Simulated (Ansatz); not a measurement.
A generator proposed this cell of HfC.

Space group P4/mmm (No. 123). a = 3.237 Å, b = 3.237 Å, c = 3.142 Å, α = 90.00°, β = 90.00°, γ = 90.00°
```
atom  site  symmetry       x       y       z
  Hf    1b     4/mmm  0.0000  0.0000  0.5000
   C    1d     4/mmm  0.5000  0.5000  0.5000
```

Computed with DFT PBE, scalar-relativistic, plane waves, PAW in Ansatz. Settings: cutoff 420 eV, Γ-centred mesh 6×6×6 on the computed 2-atom cell, Gaussian smearing of 0.10 eV; no spin polarisation.

The zero of energy is the elements' standard structures at the same level; no fitted shifts are applied.

Problem. What does a single point on this coarse mesh give?

Solution. The pressure is -4.5 GPa (the mean over three directions, positive in compression), the largest force is 0.00 eV/Å (symmetry fixes the atoms), and the energy is +0.45 eV/atom against the elements. The shortest distance is 2.29 Å.

Problem. How much does it gain on relaxing, and where does it end?

Solution. Relaxing gains under 0.1 eV/atom (the start's value is from the coarse mesh, so the gain is rough) in 23 ionic steps and ends at +0.42 eV/atom on the finer mesh. The symmetry stays P4/mmm (No. 123). The volume per atom grows by 17.5 %, from 16.5 to 19.3 Å³. The shortest distance goes from 2.29 Å (Hf–C) to 2.23 Å (Hf–C). The ratio c/a of the conventional cell changes by a factor of 1.28. Conventional cell: a = 3.147 Å, c = 3.907 Å. Hf is surrounded by 4 C at 2.23 Å and 4 Hf at 3.15 Å; C is surrounded by 4 Hf at 2.23 Å.

The last run used an 18×18×14 mesh (in the run's order of axes) for its 2-atom cell and Gaussian smearing of 0.10 eV. These runs have no spin–orbit coupling, which can matter for Hf. The reference form of C is held partly by dispersion forces, which this level lacks. The relaxation can't lower the symmetry of the start. A structure relaxed within its symmetry needn't be a true minimum. Another cell of HfC relaxed alike, in F-43m, lies 0.70 eV/atom lower, so this cell isn't the stable form at this level.
